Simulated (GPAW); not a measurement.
# Al2Cu: relaxation of cell and atoms with PBEsol

The system is Al2Cu.

```
Cu Al
1.0
    -2.03034    2.03034    2.85109
     2.03034   -2.03034    2.85109
     2.03034    2.03034   -2.85109
Cu Al
1 2
Direct
  0.50000 0.50000 0.00000
  0.25000 0.75000 0.50000
  0.75000 0.25000 0.50000
```

The cell comes from a database or a generator and needn't be the stable form of this composition.

```json
{
 "Program": "GPAW 26.7.0",
 "Task": "relaxation of cell and atoms",
 "Functional": "PBEsol",
 "Potentials or basis": "PAW data sets generated in the run's folder for this functional",
 "Cutoff": "600 eV",
 "Basis": "pw",
 "k mesh": "7 × 7 × 7",
 "Occupations": "fermi-dirac, width 0.05 eV",
 "Spin": "no spin polarisation",
 "Maxiter": "150",
 "Optimizer": "BFGS",
 "Fmax": "0.02 eV/Å",
 "Max steps": "60",
 "Convergence": "density=1e-05 forces=0.0001"
}
```

| Quantity | Value |
| --- | --- |
| Relaxed volume | 15.73 Å³/atom |
| Relaxed cell | a = 4.057 Å, b = 4.057 Å, c = 4.057 Å, α = 120.00°, β = 120.00°, γ = 90.00° |
| Space group after relaxing (to 0.05 Å) | Fm-3m (No. 225) |
| Energy gained by relaxing | 0.3 meV/atom |
| Ionic steps | 5 |
| Pressure after relaxing | 0.0 GPa |
| Band gap on the k mesh | none (metal or under the smearing width) |

Step by step:
| step | energy change (eV) | largest force (eV/Å) | pressure (GPa) | volume (Å³) |
| --- | --- | --- | --- | --- |
| 1 | 0.0000 | 0.0000 | 0.40 | 47.01 |
| 2 | -0.0001 | 0.0000 | 0.34 | 47.04 |
| 3 | -0.0008 | 0.0000 | -0.17 | 47.27 |
| 4 | -0.0008 | 0.0000 | -0.16 | 47.27 |
| 5 | -0.0009 | 0.0000 | -0.03 | 47.20 |

Final structure:
```yaml
crystal:
  lattice:
    - [-2.02827, 2.02827, 2.86863]
    - [2.02827, -2.02827, 2.86863]
    - [2.02827, 2.02827, -2.86863]
  atoms:
    - { symbol: Cu, position: [0.50000, 0.50000, 0.00000] }
    - { symbol: Al, position: [0.25000, 0.75000, 0.50000] }
    - { symbol: Al, position: [0.75000, 0.25000, 0.50000] }
```

Levels at points of the mesh, in eV from the Fermi level:
| k point | band 6 | band 7 | band 8 | band 9 | band 10 | band 11 | band 12 | band 13 |
| --- | --- | --- | --- | --- | --- | --- | --- | --- |
| (0.00, 0.00, 0.00) | -4.00 | 2.94 | 2.94 | 2.94 | 2.99 | 2.99 | 2.99 | 4.35 |

Run time: 110 s on 1 thread of Arm Neoverse V1, on a shared host, peak memory 0.26 GiB.

Caveat: with this Cu data set, volumes or pressures lay over 1.5 % or 2 GPa off other programs in two to four cells of ten; later steps reuse the first step's grids.
